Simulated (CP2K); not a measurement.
# PbSe (Clausthalite) (Fm-3m) in CP2K: equation of state

Aim: energy against volume of PbSe (Clausthalite) in PBEsol, for its equilibrium volume and stiffness.

Program: CP2K 2026.2. These are calculated values, not measurements. Logs are shortened: lines on timing, memory, paths and dates and some standing lists are left out, and cuts for length are marked.

## 1. The structure

Symmetry: Fm-3m, No. 225, cubic system. Conventional cell: a = 6.121 Å, b = 6.121 Å, c = 6.121 Å, α = 90.00°, β = 90.00°, γ = 90.00°. Pb (site symmetry m-3m) has 6 Se at 3.06 Å as nearest neighbours. Se (site symmetry m-3m) is surrounded by 6 Pb at 3.06 Å.

## 2. Single point, PBEsol, 28.67 Å³/atom

File pbse_eos.inp:

```
&GLOBAL
  PROJECT pbse_eos
  RUN_TYPE ENERGY_FORCE
  PRINT_LEVEL LOW
&END GLOBAL
&FORCE_EVAL
  METHOD QS
  STRESS_TENSOR ANALYTICAL
  &DFT
    BASIS_SET_FILE_NAME BASIS_MOLOPT_UZH
    POTENTIAL_FILE_NAME POTENTIAL_UZH
    &MGRID
      CUTOFF 450
      REL_CUTOFF 60
      NGRIDS 5
    &END MGRID
    &QS
      METHOD GPW
      EPS_DEFAULT 1.0E-10
    &END QS
    &KPOINTS
      SCHEME MONKHORST-PACK 8 8 8
      GAMMA_CENTERED T
      SYMMETRY T
      SYMMETRY_BACKEND SPGLIB
    &END KPOINTS
    &SCF
      SCF_GUESS ATOMIC
      EPS_SCF 1.0E-6
      MAX_SCF 100
      ADDED_MOS 10
      CHOLESKY OFF
      EPS_EIGVAL 1.0E-7
      &DIAGONALIZATION ON
        ALGORITHM STANDARD
      &END DIAGONALIZATION
      &MIXING ON
        METHOD BROYDEN_MIXING
        ALPHA 0.4
        BETA 1.5
        NBUFFER 8
      &END MIXING
      &SMEAR ON
        METHOD FERMI_DIRAC
        ELECTRONIC_TEMPERATURE [K] 580.226
      &END SMEAR
    &END SCF
    &XC
      &XC_FUNCTIONAL
        &GGA_X_PBE_SOL
        &END GGA_X_PBE_SOL
        &GGA_C_PBE_SOL
        &END GGA_C_PBE_SOL
      &END XC_FUNCTIONAL
    &END XC
    &PRINT
      &KPOINTS ON
      &END KPOINTS
      &MULLIKEN ON
      &END MULLIKEN
      &MO ON
        ENERGIES T
        OCCUPATION_NUMBERS T
        &EACH
          QS_SCF 0
        &END EACH
        ADD_LAST NUMERIC
      &END MO
    &END PRINT
  &END DFT
  &SUBSYS
    &CELL
      ABC 4.3284127397 4.3284127396 4.3284127397
      ALPHA_BETA_GAMMA 60.0000000004 60.0000000005 60.0000000003
      PERIODIC XYZ
    &END CELL
    &COORD
      SCALED
      Pb  0.0000000000 0.0000000000 0.0000000000
      Se  0.5000000000 0.5000000000 0.5000000000
    &END COORD
    &KIND Pb
      BASIS_SET TZVP-MOLOPT-PBE-GTH-q4
      POTENTIAL GTH-PBE-q4
    &END KIND
    &KIND Se
      BASIS_SET TZVP-MOLOPT-PBE-GTH-q6
      POTENTIAL GTH-PBE-q6
    &END KIND
    &PRINT
      &ATOMIC_COORDINATES ON
      &END ATOMIC_COORDINATES
      &CELL ON
      &END CELL
    &END PRINT
  &END SUBSYS
  &PRINT
    &FORCES ON
    &END FORCES
    &STRESS_TENSOR ON
    &END STRESS_TENSOR
  &END PRINT
&END FORCE_EVAL
```

Potentials or basis: POTENTIAL_UZH Pb GTH-PBE-q4, Se GTH-PBE-q6; TZVP-MOLOPT-PBE-GTH basis.

On the command line:

```sh
> OMP_NUM_THREADS=1 cp2k.psmp -i pbse_eos.inp -o pbse_eos.out
```

pbse_eos.out:

```text

 CP2K| version string:                                       CP2K version 2026.2
 CP2K| Input file name                                              pbse_eos.inp

 GLOBAL| Force Environment number                                              1
 GLOBAL| Basis set file name                                    BASIS_MOLOPT_UZH
 GLOBAL| Potential file name                                       POTENTIAL_UZH
 GLOBAL| MM Potential file name                                     MM_POTENTIAL
 GLOBAL| Coordinate file name                                      __STD_INPUT__
 GLOBAL| Method name                                                        CP2K
 GLOBAL| Project name                                                   pbse_eos
 GLOBAL| Run type                                                   ENERGY_FORCE
 GLOBAL| FFT library                                                       FFTW3
[... 5 lines left out ...]
 GLOBAL| Global print level                                                  LOW
 GLOBAL| Total number of message passing processes                             1
 GLOBAL| Number of threads for this process                                    1
 GLOBAL| CPU model name                          AMD EPYC 7R43 64-Core Processor

 CELL| Volume [angstrom^3]:                                            57.341758
 CELL| Vector a [angstrom]:       4.328     0.000     0.000   |a| =     4.328413
 CELL| Vector b [angstrom]:       2.164     3.749     0.000   |b| =     4.328413
 CELL| Vector c [angstrom]:       2.164     1.250     3.534   |c| =     4.328413
 CELL| Angle (b,c), alpha [degree]:                                    60.000000
 CELL| Angle (a,c), beta  [degree]:                                    60.000000
 CELL| Angle (a,b), gamma [degree]:                                    60.000000
 CELL| Numerically orthorhombic:                                              NO
 CELL| Periodicity                                                           XYZ

 CELL_REF| Volume [angstrom^3]:                                        57.341758
 CELL_REF| Vector a [angstrom     4.328     0.000     0.000   |a| =     4.328413
 CELL_REF| Vector b [angstrom     2.164     3.749     0.000   |b| =     4.328413
 CELL_REF| Vector c [angstrom     2.164     1.250     3.534   |c| =     4.328413
 CELL_REF| Angle (b,c), alpha [degree]:                                60.000000
 CELL_REF| Angle (a,c), beta  [degree]:                                60.000000
 CELL_REF| Angle (a,b), gamma [degree]:                                60.000000
 CELL_REF| Numerically orthorhombic:                                          NO
 CELL_REF| Periodicity                                                       XYZ
[... 9 lines left out ...]
 TOTAL NUMBERS AND MAXIMUM NUMBERS

  Total number of            - Atomic kinds:                                   2
                             - Atoms:                                          2
                             - Shell sets:                                     2
                             - Shells:                                        14
                             - Primitive Cartesian functions:                  8
                             - Cartesian basis functions:                     36
                             - Spherical basis functions:                     34

  Maximum angular momentum of- Orbital basis functions:                        2
                             - Local part of the GTH pseudopotential:          0
                             - Non-local part of the GTH pseudopotential:      4

 MODULE QUICKSTEP: ATOMIC COORDINATES IN ANGSTROM

   Atom Kind Element         X             Y             Z       Z(eff)     Mass
      1    1 Pb   82      0.000000      0.000000      0.000000   4.0000 207.2000
      2    2 Se   34      4.328413      2.499010      1.767067   6.0000  78.9600

 SCF PARAMETERS         Density guess:                                    ATOMIC
                        --------------------------------------------------------
                        max_scf:                                             100
                        max_scf_history:                                       0
                        max_diis:                                              4
[... 5 lines left out ...]
                        --------------------------------------------------------
                        level_shift [a.u.]:                             0.000000
                        added MOs                                        10    0
                        --------------------------------------------------------
                        Mixing method:                            BROYDEN_MIXING
                                                charge density mixing in g-space
[... 21 lines left out ...]
 BRILLOUIN|     1           0.01562       -0.37500       -0.37500       -0.37500
 BRILLOUIN|     2           0.04688       -0.37500       -0.37500       -0.25000
 BRILLOUIN|     3           0.04688       -0.37500       -0.37500       -0.12500
 BRILLOUIN|     4           0.01172       -0.37500       -0.37500        0.00000
 BRILLOUIN|     5           0.04688       -0.37500       -0.37500        0.12500
 BRILLOUIN|     6           0.02344       -0.37500       -0.37500        0.25000
[... 21 lines left out ...]
 BRILLOUIN|    28           0.00781        0.00000        0.00000        0.50000
 BRILLOUIN|    29           0.00586        0.00000        0.50000        0.50000
 *******************************************************************************

 Extrapolation method: initial_guess

 Number of electrons:                                                         10
 Number of occupied orbitals:                                                  5
 Number of molecular orbitals:                                                15

 Number of orbital functions:                                                 34
 Number of independent orbital functions:                                     34

 SCF WAVEFUNCTION OPTIMIZATION

  Step     Update method      Time    Convergence         Total energy    Change
  ------------------------------------------------------------------------------
     1 NoMix/Diag. 0.40E+00    1.8     0.92010695       -13.0182904243 -1.30E+01
     2 Broy./Diag. 0.40E+00    1.9     0.04162039       -12.8051797715  2.13E-01
     3 Broy./Diag. 0.40E+00    1.8     0.10862856       -12.8983306724 -9.32E-02
     4 Broy./Diag. 0.40E+00    2.0     0.02148015       -13.0245121288 -1.26E-01
     5 Broy./Diag. 0.40E+00    1.9     0.01133404       -12.9873905317  3.71E-02
     6 Broy./Diag. 0.40E+00    1.9     0.00298999       -12.9820216336  5.37E-03
     7 Broy./Diag. 0.40E+00    1.9     0.00106012       -12.9769459301  5.08E-03
     8 Broy./Diag. 0.40E+00    1.7     0.00046132       -12.9778208660 -8.75E-04
     9 Broy./Diag. 0.40E+00    1.7     0.00009682       -12.9777843800  3.65E-05
    10 Broy./Diag. 0.40E+00    1.8     0.00005421       -12.9779131056 -1.29E-04
    11 Broy./Diag. 0.40E+00    1.9     0.00001893       -12.9778334089  7.97E-05
    12 Broy./Diag. 0.40E+00    1.8     0.00000682       -12.9778273465  6.06E-06
    13 Broy./Diag. 0.40E+00    1.8     0.00000084       -12.9778216893  5.66E-06

  *** SCF run converged in    13 steps ***

  Electronic density on regular grids:        -10.0000000000       -0.0000000000
  Core density on regular grids:                9.9999999967       -0.0000000033
  Total charge density on r-space grids:       -0.0000000033
  Total charge density g-space grids:          -0.0000000033

  Overlap energy of the core charge distribution:               0.00000000002858
  Self energy of the core charge distribution:                -27.02377452920984
  Core Hamiltonian energy:                                      5.85014244508989
  Hartree energy:                                              11.22496550632550
  Exchange-correlation energy:                                 -3.02911546393657
  Electronic entropic energy:                                  -0.00003964760030
  Fermi energy:                                                 0.15474398622049

  Total energy:                                               -12.97782168930216
  Total energy (extrapolated to T->0):                        -12.97780186550201

 MO| EIGENVALUES AND OCCUPATION NUMBERS FOR K POINT 1
 MO|
 MO|  Index      Eigenvalue [a.u.]        Eigenvalue [eV]             Occupation
 MO|      1              -0.321289              -8.742719               2.000000
 MO|      2              -0.161195              -4.386328               2.000000
 MO|      3               0.088654               2.412400               2.000000
 MO|      4               0.088654               2.412400               2.000000
 MO|      5               0.131691               3.583505               1.999993
 MO|      6               0.186364               5.071229               0.000000
 MO|      7               0.225626               6.139603               0.000000
 MO|      8               0.225626               6.139603               0.000000
 MO|      9               0.454278              12.361545               0.000000
 MO|     10               0.531209              14.454929               0.000000
 MO|     11               0.531209              14.454930               0.000000
 MO|     12               0.606009              16.490350               0.000000
 MO|     13               0.721406              19.630449               0.000000
[... 268 lines left out ...]
 MO|      4               0.053301               1.450398               2.000000
 MO|      5               0.111593               3.036601               2.000000
 MO|      6               0.211457               5.754048               0.000000
 MO|      7               0.267660               7.283389               0.000000
 MO|      8               0.309999               8.435514               0.000000
 MO|      9               0.414261              11.272607               0.000000
 MO|     10               0.543038              14.776804               0.000000
 MO|     11               0.576250              15.680565               0.000000
 MO|     12               0.625335              17.016220               0.000000
 MO|     13               0.641078              17.444606               0.000000
 MO|     14               0.757553              20.614077               0.000000
 MO|     15               0.773986              21.061218               0.000000
 MO| Sum:                                                              10.000000
 MO| E(Fermi):            0.154744 a.u.          4.210798 eV

 [... the levels of further k-points ...]

 !-----------------------------------------------------------------------------!
                     Mulliken Population Analysis

 #  Atom  Element  Kind  Atomic population                           Net charge
       1     Pb       1          3.486872                              0.513128
       2     Se       2          6.513128                             -0.513128
 # Total charge                             10.000000                 -0.000000

 !-----------------------------------------------------------------------------!

 ENERGY| Total FORCE_EVAL ( QS ) energy [hartree]            -12.977820886592573

 FORCES| Atomic forces [hartree/bohr]
 FORCES|   Atom     x               y               z               |f|
 FORCES|      1  5.66165527E-16 -3.38118573E-16  1.20979877E-15   1.37785364E-15
 FORCES|      2 -7.33417662E-14 -2.56625634E-15 -6.60106924E-16   7.33896184E-14
 FORCES| Sum    -7.27756007E-14 -2.90437492E-15  5.49691849E-16
 FORCES| Total atomic force                                       7.28356068E-14

 STRESS| Analytical stress tensor [bar]
 STRESS|                        x                   y                   z
 STRESS|      x        1.58878687439E+04  -3.61032742736E-02  -2.86716456090E-02
 STRESS|      y       -3.61032742736E-02   1.58879114123E+04  -1.65627994899E-02
 STRESS|      z       -2.86716456090E-02  -1.65627994899E-02   1.58879184302E+04
 STRESS| 1/3 Trace                                             1.58878995288E+04
 STRESS| Determinant                                           4.01050862210E+12

 STRESS| Eigenvectors and eigenvalues of the analytical stress tensor [bar]
 STRESS|                        1                   2                   3
 STRESS| Eigenvalues   1.58878350012E+04   1.58879315177E+04   1.58879320674E+04
 STRESS|      x           0.806957038520     -0.459369281414     -0.371214494970
 STRESS|      y           0.461237389214      0.097583388745      0.881894298106
 STRESS|      z           0.368890781634      0.882868815586     -0.290623890435
```

It took 30 s on 1 thread of AMD EPYC 7R43 (Zen 3), shared host; peak memory 0.34 GiB.

Results:

| Item | Value |
| --- | --- |
| Free energy | -353.1445 eV |
| Pressure | 1.6 GPa |
| Band gap on the k mesh | 0.02 eV, direct |
| Mulliken charges | Pb +0.51; Se -0.51 e |

Caveat: Mulliken charges move with the basis; the potentials were made for another functional, which shifts forces and pressure; spin-orbit coupling is left out, which as a rule narrows the gap of such compounds by several tenths of an eV; the basis of atomic orbitals isn't converged, which shifts pressures, moduli and gaps.

## 3. Single point, PBEsol, 28.10 Å³/atom (volume scaled by 0.98)

Changes to pbse_eos.inp since step 2:

```diff
@@ -11,2 +11,3 @@
     POTENTIAL_FILE_NAME POTENTIAL_UZH
+    WFN_RESTART_FILE_NAME previous-RESTART.kp
     &MGRID
@@ -27,3 +28,3 @@
     &SCF
-      SCF_GUESS ATOMIC
+      SCF_GUESS RESTART
       EPS_SCF 1.0E-6
@@ -72,4 +73,4 @@
     &CELL
-      ABC 4.3284127397 4.3284127396 4.3284127397
-      ALPHA_BETA_GAMMA 60.0000000004 60.0000000005 60.0000000003
+      ABC 4.2993621145 4.2993621144 4.2993621144
+      ALPHA_BETA_GAMMA 60.0000000006 60.0000000000 59.9999999997
       PERIODIC XYZ
```

Potentials or basis: POTENTIAL_UZH Pb GTH-PBE-q4, Se GTH-PBE-q6; TZVP-MOLOPT-PBE-GTH basis.

On the command line:

```sh
> OMP_NUM_THREADS=1 cp2k.psmp -i pbse_eos.inp -o pbse_eos.out
```

Wall time 31 s (1 thread of AMD EPYC 7R43 (Zen 3), shared host); peak memory 0.33 GiB.

Results (log left out):

```
Free energy            : -353.1289 eV
Pressure               : 2.8 GPa
Band gap on the k mesh : 0.06 eV, direct
Mulliken charges       : Pb +0.50; Se -0.50 e
```

Caveat: Mulliken charges move with the basis; the potentials were made for another functional, which shifts forces and pressure; spin-orbit coupling is left out, which as a rule narrows the gap of such compounds by several tenths of an eV; the basis of atomic orbitals isn't converged, which shifts pressures, moduli and gaps.

## 4. Single point, PBEsol, 29.24 Å³/atom (volume scaled by 1.02)

Changes to pbse_eos.inp since step 3:

```diff
@@ -73,4 +73,4 @@
     &CELL
-      ABC 4.2993621145 4.2993621144 4.2993621144
-      ALPHA_BETA_GAMMA 60.0000000006 60.0000000000 59.9999999997
+      ABC 4.3570785601 4.3570785600 4.3570785601
+      ALPHA_BETA_GAMMA 60.0000000003 60.0000000009 60.0000000004
       PERIODIC XYZ
```

On the command line:

```sh
> OMP_NUM_THREADS=1 cp2k.psmp -i pbse_eos.inp -o pbse_eos.out
```

Run time: 39 s. Hardware: 1 thread of AMD EPYC 7R43 (Zen 3), shared host; peak memory 0.33 GiB.

Results (log left out):

```
Free energy            : -353.1519 eV
Pressure               : 0.5 GPa
Band gap on the k mesh : 0.09 eV, direct
Mulliken charges       : Pb +0.53; Se -0.53 e
```

Caveat: Mulliken charges move with the basis; the potentials were made for another functional, which shifts forces and pressure; spin-orbit coupling is left out, which as a rule narrows the gap of such compounds by several tenths of an eV; the basis of atomic orbitals isn't converged, which shifts pressures, moduli and gaps.

## 5. Single point, PBEsol, 27.52 Å³/atom (volume scaled by 0.96)

Changes to pbse_eos.inp since step 4:

```diff
@@ -73,4 +73,4 @@
     &CELL
-      ABC 4.3570785601 4.3570785600 4.3570785601
-      ALPHA_BETA_GAMMA 60.0000000003 60.0000000009 60.0000000004
+      ABC 4.2699135045 4.2699135044 4.2699135045
+      ALPHA_BETA_GAMMA 60.0000000006 60.0000000007 60.0000000002
       PERIODIC XYZ
```

On the command line:

```sh
> OMP_NUM_THREADS=1 cp2k.psmp -i pbse_eos.inp -o pbse_eos.out
```

Wall time 25 s (1 thread of AMD EPYC 7R43 (Zen 3), shared host); peak memory 0.33 GiB.

It converged, with:

```
Free energy            : -353.1042 eV
Pressure               : 4.1 GPa
Band gap on the k mesh : 0.14 eV, direct
Mulliken charges       : Pb +0.48; Se -0.48 e
```

Caveat: Mulliken charges move with the basis; the potentials were made for another functional, which shifts forces and pressure; spin-orbit coupling is left out, which as a rule narrows the gap of such compounds by several tenths of an eV; the basis of atomic orbitals isn't converged, which shifts pressures, moduli and gaps.

## 6. Single point, PBEsol, 29.82 Å³/atom (volume scaled by 1.04)

Changes to pbse_eos.inp since step 5:

```diff
@@ -73,4 +73,4 @@
     &CELL
-      ABC 4.2699135045 4.2699135044 4.2699135045
-      ALPHA_BETA_GAMMA 60.0000000006 60.0000000007 60.0000000002
+      ABC 4.3853720708 4.3853720708 4.3853720708
+      ALPHA_BETA_GAMMA 59.9999999999 60.0000000000 60.0000000003
       PERIODIC XYZ
```

Potentials or basis: POTENTIAL_UZH Pb GTH-PBE-q4, Se GTH-PBE-q6; TZVP-MOLOPT-PBE-GTH basis.

On the command line:

```sh
> OMP_NUM_THREADS=1 cp2k.psmp -i pbse_eos.inp -o pbse_eos.out
```

It took 34 s on 1 thread of AMD EPYC 7R43 (Zen 3), shared host; peak memory 0.34 GiB.

The run converged. Its results:

| Quantity | Value |
| --- | --- |
| Free energy | -353.1519 eV |
| Pressure | -0.5 GPa |
| Band gap on the k mesh | 0.15 eV, direct |
| Mulliken charges | Pb +0.54; Se -0.54 e |

Caveat: Mulliken charges move with the basis; the potentials were made for another functional, which shifts forces and pressure; spin-orbit coupling is left out, which as a rule narrows the gap of such compounds by several tenths of an eV; the basis of atomic orbitals isn't converged, which shifts pressures, moduli and gaps.

## 7. Single point, PBEsol, 26.95 Å³/atom (volume scaled by 0.94)

Changes to pbse_eos.inp since step 6:

```diff
@@ -73,4 +73,4 @@
     &CELL
-      ABC 4.3853720708 4.3853720708 4.3853720708
-      ALPHA_BETA_GAMMA 59.9999999999 60.0000000000 60.0000000003
+      ABC 4.2400529926 4.2400529925 4.2400529925
+      ALPHA_BETA_GAMMA 60.0000000008 60.0000000010 60.0000000006
       PERIODIC XYZ
```

On the command line:

```sh
> OMP_NUM_THREADS=1 cp2k.psmp -i pbse_eos.inp -o pbse_eos.out
```

Run time: 41 s. Hardware: 1 thread of AMD EPYC 7R43 (Zen 3), shared host; peak memory 0.33 GiB.

It converged, with:

```
Free energy            : -353.0693 eV
Pressure               : 5.6 GPa
Band gap on the k mesh : 0.22 eV, direct
Mulliken charges       : Pb +0.47; Se -0.47 e
```

Caveat: Mulliken charges move with the basis; the potentials were made for another functional, which shifts forces and pressure; spin-orbit coupling is left out, which as a rule narrows the gap of such compounds by several tenths of an eV; the basis of atomic orbitals isn't converged, which shifts pressures, moduli and gaps.

(Part 1 of 2 ends here.)
